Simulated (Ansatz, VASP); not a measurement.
**TaN: VASP beside Ansatz**

```xyz
2
Lattice="2.9242 0.0000 0.0000 -1.4621 2.5324 0.0000 0.0000 0.0000 2.8699" Properties=species:S:1:pos:R:3 pbc="T T T"
Ta    0.0000    0.0000    1.4350
N     1.4621    0.8441    0.0000
```

Alike in both runs: functional PBEsol; k mesh 18 × 18 × 14; occupations fermi-dirac, width 0.15 eV; no spin polarisation.

Ansatz relaxed the structure, and its values are those at the end. VASP's run is a single point on that final structure, the one shown.

```csv
,VASP,Ansatz
version,VASP 6.6.1,Ansatz 0.2.0
potentials or method,"VASP PAW PBE potentials, release 64 (Ta_pv, N)","scalar-relativistic, plane waves, PAW"
plane-wave cutoff (eV),520,420
valence electrons in the cell,16,18
```

```tsv
	VASP	Ansatz	Ansatz less VASP
gap on the k mesh at the Fermi level (eV)	none	none	-
pressure (GPa)	0.9	0.0	-0.91
```

A gap of «none» marks a metal or a gap that the smearing closes. The two sets of potentials don't hold the same shells in valence. Ansatz warned: «pseudo_functional_mismatch».

Caveats: the PAW data sets were made with another functional, which shifts forces and pressure a little (VASP). Spin-orbit coupling is left out, which matters for the levels of Ta.
